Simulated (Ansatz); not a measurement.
Input of an Ansatz 0.2.0 run:

The input input.yaml:

```yaml
crystal:
  lattice:
    - [3.798, 0.0, 0.0]
    - [-1.899, 3.2891644836, 0.0]
    - [0.0, 0.0, 6.192]
  atoms:
    - { symbol: Zr, position: [0.0, 0.0, 0.0] }
    - { symbol: Se, position: [0.6666666667, 0.3333333333, 0.75] }
    - { symbol: Se, position: [0.3333333333, 0.6666666667, 0.25] }
hamiltonian:
  xc: r2scan
  pseudopotentials: { kind: paw }
  hubbard: { sites: [{ species: Zr, l: d, u_eff: 6.2 }] }
kpoints:
  mp_grid: { grid: [8, 8, 5] }
  band_path:
    path:
      - [[0.0, 0.0, 0.0], [0.5, 0.0, 0.0], [0.3333333333, 0.3333333333, 0.0], [0.0, 0.0, 0.0], [0.0, 0.0, 0.5], [0.5, 0.0, 0.5], [0.3333333333, 0.3333333333, 0.5], [0.0, 0.0, 0.5]]
      - [[0.5, 0.0, 0.5], [0.5, 0.0, 0.0]]
      - [[0.3333333333, 0.3333333333, 0.0], [0.3333333333, 0.3333333333, 0.5]]
    npoints: 14
scf:
  occupations: { method: fermi_dirac, width: 0.05 }
  n_extra_bands: 7
output:
  forces: true
  stress: true
  eigenvalues: true
  fatbands: true
  write_density: true
  write_potential: true
  elf: true
  volumetric_format: npy
```

Potentials or basis: Ansatz PAW.

Command:

```console
$ ansatz run input.yaml --threads 2 --pin off --max-ram 5120MiB --backend cpu --events-out ev --progress --plain --runs-dir out
```

Predict the largest force.

0.560 eV/Å.

What does it give for the band gap along the path?

2.08 eV, indirect (least direct gap 2.75 eV).

Levels at the corners of the path, in eV from the valence-band top:
```
point  band 20  band 21  band 22  band 23  band 24  band 25
    Γ    -0.12    -0.12    -0.01     2.75     2.75     3.17
    M    -2.45    -2.23    -1.52     2.18     3.97     4.35
    K    -2.25    -2.25    -1.90     3.50     3.83     3.83
    Γ    -0.12    -0.12    -0.01     2.75     2.75     3.17
    A    -2.07    -0.28    -0.28     2.75     2.75     3.49
    L    -2.48    -1.23    -1.07     2.08     3.82     4.40
    H    -2.48    -2.10    -2.10     3.59     3.77     3.77
    A    -2.07    -0.28    -0.28     2.75     2.75     3.49
    L    -2.48    -1.23    -1.07     2.08     3.82     4.40
    M    -2.45    -2.23    -1.52     2.18     3.97     4.35
    K    -2.25    -2.25    -1.90     3.50     3.83     3.83
    H    -2.48    -2.10    -2.10     3.59     3.77     3.77
```

Caveat: the PAW data sets come from PBE, with cores solved anew for the run's functional, which leaves a small shift of forces and pressure.

**Measured values to compare with.**

“Stress-Tuned Optical Transitions in Layered 1T-MX2 (M= Hf, Zr, Sn; X= S, Se) Crystals”, 2022, arxiv:2210.12074 quotes, for a bulk crystal of ZrSe2: band gap 1.2 eV (indirect).

A measured gap of ZrSe2 is 1.2 eV (indirect; quoted in “Stress-Tuned Optical Transitions in Layered 1T-MX2 (M= Hf, Zr, Sn; X= S, Se) Crystals”, 2022, arxiv:2210.12074); the calculated 2.08 eV misses it by +0.88 eV. Spin-orbit coupling on Se, Zr is left out. The value is that of r2SCAN+U, without temperature or zero-point motion.
